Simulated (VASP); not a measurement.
A run of VASP 6.6.1 is set up as follows.

Contents of INCAR:

```
PREC = Accurate
ENCUT = 520
EDIFF = 1E-6
ISMEAR = 0
SIGMA = 0.05
LREAL = False
LASPH = True
NELM = 150
ALGO = Fast
ISIF = 2
LWAVE = False
LCHARG = False
ISPIN = 2
MAGMOM = 2 0 0
LORBIT = 11
LMAXMIX = 4
LDAU = True
LDAUTYPE = 1
LDAUL = 2 -1
LDAUU = 4 0
LDAUJ = 0.5 0
LDAUPRINT = 1
GGA = CA
NBANDS = 24
```

KPOINTS

```
regular mesh
0
Gamma
  7 7 7
```

POSCAR

```
MoS2
1.0
    1.5814998900      0.9130793900      6.1233282100
   -1.5814998900      0.9130793900      6.1233282100
    0.0000000000     -1.8261587800      6.1233282100
Mo S
1 2
Direct
    0.0000000000      0.0000000000      0.0000000000
    0.7484000000      0.7484000000      0.7484000000
    0.5849000000      0.5849000000      0.5849000000
```

Potentials or basis: VASP PAW LDA potentials, release 64 (Mo_sv, S).

Command:

```sh
$ cat potpaw_LDA.64/Mo_sv/POTCAR potpaw_LDA.64/S/POTCAR > POTCAR
$ mpirun -np 1 vasp_std > vasp.out
```

Task: What does it give for the pressure?

Result: 3.6 GPa.

Task: Estimate the band gap on the k mesh.

Result: 0.91 eV, indirect (least direct gap 2.00 eV).

Stress tensor (GPa, compression positive):
```
1.17 0.00 0.00
0.00 1.17 0.00
0.00 0.00 8.49
```

Caveat: an odd mesh through Γ misses points on the zone boundary, where band edges often lie; forces of over 1 eV/Å show positions far from the minimum, so gaps and moduli don't describe the material at rest.
